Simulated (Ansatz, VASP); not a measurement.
# KBr: VASP beside Ansatz

```
K Br
1.0
     0.00000    3.30000    3.30000
     3.30000    0.00000    3.30000
     3.30000    3.30000    0.00000
K Br
1 1
Direct
  0.00000 0.00000 0.00000
  0.50000 0.50000 0.50000
```

Alike in both runs: task single point; functional B3LYP; k mesh 3 × 3 × 3; no spin polarisation.

|  | VASP | Ansatz |
| --- | --- | --- |
| version | VASP 6.6.1 | Ansatz 0.2.0 |
| potentials or method | VASP PAW PBE potentials, release 64 (K_sv, Br) | plane waves, PAW |
| plane-wave cutoff (eV) | 520 | 517 |
| occupations | gaussian, width 0.01 eV | fixed |
| valence electrons in the cell | 16 | 16 |

Ansatz gave:

```
gap on the k mesh at the Fermi level (eV) : 5.92
```

Question: What did VASP give for the same quantities?

Answer: gap on the k mesh at the Fermi level (eV): 5.93.

Caveats: the k mesh is coarse (spacing up to 0.55 Å⁻¹), so the values aren't converged, least of all with exact exchange.
